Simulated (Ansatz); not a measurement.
Runs of Ansatz 0.2.0 on CdSe. Symmetry: F-43m, No. 216, cubic system. Conventional cell: a = 6.141 Å, b = 6.141 Å, c = 6.141 Å, α = 90.00°, β = 90.00°, γ = 90.00°. Cd (site symmetry -43m) is surrounded by 4 Se at 2.66 Å. Around Se (site symmetry -43m) lie 4 Cd at 2.66 Å. Measurements of this composition are mostly on another form, of space group No. 186.

| task | level | potentials or basis | cell | k mesh | cutoff (eV) | smearing | points for each segment of the path | atoms under strain | gap on the mesh (eV) | pressure (GPa) |
| --- | --- | --- | --- | --- | --- | --- | --- | --- | --- | --- |
| single point | PBE | Ansatz PAW | atoms moved at random, drawn with an rms of 0.05 Å | 8 × 8 × 8 | 420 | fermi-dirac 0.05 eV | - | - | 0.52 | 1.5 |
| band structure | HSE06 | SPMS NC | as given | 5 × 5 × 5 | 816 | gaussian 0.02 eV | 4 | - | (a) | -0.6 |
| electrostatic potential | r2SCAN | Ansatz PAW | as given | 8 × 8 × 8 | 500 | fermi-dirac 0.05 eV | - | - | 1.03 | -0.2 |
| elastic constants | revPBE+D3(BJ)-ATM | Ansatz PAW large core | as given | 6 × 6 × 6 | 420 | fixed | - | relaxed | 0.69 | (c) |
| single point | PBE | Ansatz PAW | as given | 8 × 8 × 8 | 420 | fermi-dirac 0.05 eV | - | - | 0.55 | (b) |

Alike in all rows: no spin polarisation.

Task: Fill in the values left out.

Result: (a) 1.63; (b) 1.3; (c) -1.0.

Caveats: the PAW data sets come from PBE, with cores solved anew for the run's functional, which leaves a small shift of forces and pressure (some runs); the potentials were made for another functional, which shifts forces and pressure (some runs); the thresholds are loose for stress (some runs); this set keeps more shells in the core, which shifts pressures and gaps (some runs).

A k mesh can miss the band edges, and the runs leave out spin-orbit coupling on Cd, Se.

The runs don't all hold the same shells in valence.
